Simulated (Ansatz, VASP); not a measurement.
One calculation of SnO2, two programs

```xyz
3
Lattice="0.0000 2.5195 2.5195 2.5195 0.0000 2.5195 2.5195 2.5195 0.0000" Properties=species:S:1:pos:R:3 pbc="T T T"
Sn    0.0000    0.0000    0.0000
O     1.2598    1.2598    1.2598
O     3.7793    3.7793    3.7793
```

Alike in both runs: task single point; functional PBE; k mesh 8 × 8 × 8; no spin polarisation.

|  | VASP | Ansatz |
| --- | --- | --- |
| version | VASP 6.6.1 | Ansatz 0.2.0 |
| potentials or method | VASP PAW PBE potentials, release 64 (Sn_d, O) | plane waves, PAW |
| plane-wave cutoff (eV) | 520 | 420 |
| occupations | gaussian, width 0.01 eV | fixed |
| valence electrons in the cell | 26 | 26 |

|  | VASP | Ansatz | Ansatz less VASP |
| --- | --- | --- | --- |
| gap on the k mesh at the Fermi level (eV) | 0.45 | 0.45 | +0.008 |
| pressure (GPa) | 14.1 | 13.3 | -0.78 |

Caveats: spin-orbit coupling is left out, which moves the levels of the heavy elements.
